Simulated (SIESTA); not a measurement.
The system is BaTiO3.

```xyz
5
Lattice="3.9998 0.0000 0.0000 0.0000 3.9998 0.0000 0.0000 0.0000 4.0180" Properties=species:S:1:pos:R:3 pbc="T T T"
Ba    0.0000    0.0000    0.0000
Ti    1.9999    1.9999    1.9688
O     0.0000    1.9999    2.0773
O     1.9999    0.0000    2.0773
O     1.9999    1.9999    0.0763
```

Base run:

```yaml
Program: SIESTA 5.4.2
Functional: vdW-DF-cx
Potentials_or_basis: PseudoDojo 0.4 standard (PBE files)
Basis: DZP (energy shift 0.002 Ry; d shell added on Ba)
Grid_cutoff: 800 Ry
Energy_shift: 0.002 Ry
k_mesh: 7 × 7 × 7
Occupations: fermi-dirac, width 0.05 eV
Spin: no spin polarisation
```

Its results: band gap on the k mesh 1.77 eV, indirect (least direct gap 1.94 eV); pressure -0.1 GPa; largest force 0.241 eV/Å.

The run is repeated on the same cell with these changes: functional from vdW-DF-cx to PBE; basis from DZP (energy shift 0.002 Ry; d shell added on Ba) to TZP (energy shift 0.002 Ry; d shell added on Ba). What comes out?

Band gap on the k mesh 1.79 eV, indirect (least direct gap 1.98 eV); pressure 4.7 GPa; largest force 0.238 eV/Å.

Several settings changed at once, so the effect can't be laid on one alone.

Caveats: semicore shells carry a single zeta, which can move pressures by several GPa and volumes by a few percent; this set's barium file shifts pressures by up to 1 GPa against other sets; spin-orbit coupling is left out, which moves the levels of the heavy elements; the mesh misses the band edges, which the band path finds closer together; the basis of atomic orbitals isn't converged, which shifts pressures, moduli and gaps; the potentials were made for another functional, which shifts forces and pressure (some runs).

Not every run made on this cell is shown here.
